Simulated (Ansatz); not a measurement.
Phases of Co at 710 GPa

Structure types of Co are relaxed in primitive cells with their symmetry kept at 710 GPa, first on PAW files, then by LAPW. The enthalpy is E + pV at zero temperature, without zero-point motion. Only the types listed were tried, and differences under about 5 meV/atom are mesh noise. Not among the end structures: fcc, bcc, which may lie lower.

All numbers are PBE results (scalar-relativistic) from Ansatz 0.2.0, with Fermi–Dirac smearing of 0.08 eV, spin-polarised from start moments Co1 1.7, Co2 1.7 μB. Methods: LAPW: all electrons, basis error target 0.5 meV/atom; PAW: frozen-core files, cutoff 420 eV.

k meshes: hcp 22×22×12, diamond 17×17×17, omega 12×12×16, simple hexagonal 23×23×21.

The start moments died away, and the runs ended non-magnetic.

**Question.** Which type is lowest in enthalpy, and by how much?

**Answer.** hcp, 446 meV/atom below omega. The whole table:

```
      start type                   ends as          a, b, c (Å)  V (Å³/atom)  H − H(lowest), LAPW (meV/atom)  same, PAW  moment (μB/atom)
             hcp             hcp, P6_3/mmc  1.978, 1.978, 3.210         5.44                             0.0        0.0              0.00
         diamond            diamond, Fd-3m  3.733, 3.733, 3.733         6.50                          8583.6     8567.5              0.00
           omega             omega, P6/mmm  3.156, 3.156, 1.903         5.47                           445.9      451.8              0.00
simple hexagonal  simple hexagonal, P6/mmm  1.901, 1.901, 1.784         5.58                          1761.3     1764.8              0.00
```
